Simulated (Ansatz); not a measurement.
Consider a crystal of SnTe in space group P4_2/mmc (No. 131), with Sn on 2f; Te on 2c. The guess for SnTe was made by a generator: ordered vacancies on the cation sites of antifluorite (occupants of the shared sites, in ratio, Sn: 2, vacant: 2).

These are results of DFT PBE, scalar-relativistic, plane waves, PAW (Ansatz 0.2.0), not measurements. Cutoff 420 eV, Γ-centred mesh, Gaussian smearing, no spin polarisation.

The zero of energy is the elements' standard structures at the same level; no fitted shifts are applied. The references include grey tin.

Task: Predict the relaxed structure.

Result:

Space group P4_2/mmc (No. 131). a = 4.733 Å, b = 4.733 Å, c = 7.740 Å, α = 90.00°, β = 90.00°, γ = 90.00°
```
atom  site  symmetry       x       y       z
  Sn    2f      -4m2  0.5000  0.5000  0.2500
  Te    2c      mmm.  0.0000  0.5000  0.0000
```

Sn has 4 Te at 3.06 Å; around Te lie 4 Sn at 3.06 Å. Another local minimum with the same sites may exist.

Task: Where does its energy lie, and is it a metal?

Result: The energy over the elements is −0.03 eV/atom. The gap on the 10×10×6 mesh of the 4-atom cell is 0 eV (a metal). The formation energy is too near zero to say whether this cell lies below the elements.

The last run used Gaussian smearing of 0.10 eV. The k mesh leaves some 4 meV/atom of noise in the energy of each metallic cell. These runs have no spin–orbit coupling, which can matter for Te. The zero gap may come from the functional, which often closes small gaps. The reference form of Te is held partly by dispersion forces, which this level lacks. Symmetry constrained the relaxation, so the result can be a saddle point.
